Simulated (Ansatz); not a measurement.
Crystal: CaO.

```
Ca O
1.0
     0.00000    2.40356    2.40356
     2.40356    0.00000    2.40356
     2.40356    2.40356    0.00000
Ca O
1 1
Cartesian
  0.0000 0.0000 0.0000
  2.4036 2.4036 2.4036
```

The cell is a database's computed one.

Program: Ansatz 0.2.0. Alike in all runs: task single point; level HSE06 form with a typed share of exact exchange; potentials or basis Ansatz PAW; no spin polarisation; cell as given; k mesh 5 × 5 × 5; cutoff (eV) 420; smearing fermi-dirac 0.05 eV; the mesh is coarse, so values aren't converged.

Task: Order these runs on this cell by their pressure, lowest first.
A. share of exact exchange 0.3
B. share of exact exchange 0.5
C. share of exact exchange 0.05

Result: B (-2.9 GPa), A (-1.1 GPa), C (1.2 GPa).

Caveats: all runs use coarse meshes; the PAW data sets come from PBE, with cores solved anew for the run's functional, which leaves a small shift of forces and pressure; the thresholds are loose for stress.
